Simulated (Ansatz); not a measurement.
BP, DFT, PBE, all-electron LAPW, scalar-relativistic (Ansatz 0.2.0), run on 1 thread of Intel(R) Xeon(R) 6975P-C (Granite Rapids) on a shared host.

The structure comes from a relaxation in the same program, started in the rocksalt type. Whether it is a known phase or the ground state wasn't checked. The listed cell was then made from it by scaling, straining or moving an atom.

Command: `ansatz run input.yaml --threads 1 --pin off --max-ram 2048MiB --backend cpu --events-out ev --progress --plain --runs-dir out`

```yaml
crystal:
  lattice:
    - [0.0, 2.1811852647, 2.1811852647]
    - [2.1811852647, 0.0, 2.1811852647]
    - [2.1811852647, 2.1811852647, 0.0]
  atoms:
    - { symbol: B, position: [0.0, 0.0, 0.0] }
    - { symbol: P, position: [0.5, 0.5, 0.5] }
kpoints:
  mp_grid: { grid: [16, 16, 16] }
scf:
  occupations: { method: fermi_dirac, width: 0.05 }
hamiltonian:
  xc: pbe
  pseudopotentials: { kind: all_electron, lapw: { basis_error: 0.0005 } }
output:
  forces: true
  stress: true
  eigenvalues: true
```

Q: How large is the problem that the program sets up?

A: 145 irreducible k-points, 169 plane waves at Γ, 13 bands.

Q: About how long does it take, and how much memory does it use?

A: 5.1 s of wall time for 6 SCF iterations, with a peak of 0.37 GiB. Times on shared machines scatter by tens of per cent.
